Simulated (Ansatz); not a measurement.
HfO₂ (started from an entry of an open crystallographic database), relaxed with r2SCAN: space group Fm-3m (No. 225), cubic; conventional cell a = 5.058 Å, 10.79 Å³ an atom. Around Hf lie 8 O at 2.19 Å; around O lie 4 Hf at 2.19 Å. One-shot G0W0@PBE in the plane-wave code Ansatz on a 6×6×6 mesh (contour deformation, no spin-orbit coupling), from a PBE gap of 3.803 eV over the mesh points (the G0W0 gap is direct on the mesh); the number N of bands summed and the screening cutoff rise together. Calculated for a static, non-magnetic cell.

```csv
N,cutoff (eV),1000/N,G0W0 gap (eV)
92,100,10.870,5.076
196,180,5.102,5.205
```

Task: Lay a straight line in 1000/N through these rows.

Result: The slope is -0.0224 eV per unit of 1000/N and the intercept 5.319 eV.

Task: Predict the gap at N = 363 (260 eV).

Result: 5.319 + (-0.0224) × 2.755 = 5.257 eV; the run gives 5.280 eV, +0.023 eV from the line.

Task: With that run's result added, what limit do the last two rows suggest?

Result: Their slope is (5.280 − 5.205)/(2.755 − 5.102) = -0.0320, which meets 1/N = 0 at 5.37 eV, against 5.319 eV from the first line. The slope steepens, so 1/N isn't yet asymptotic and the true limit probably lies higher still; the k mesh isn't extrapolated.

Spin-orbit coupling is left out, which matters wherever the heavy atoms make up the band edges.
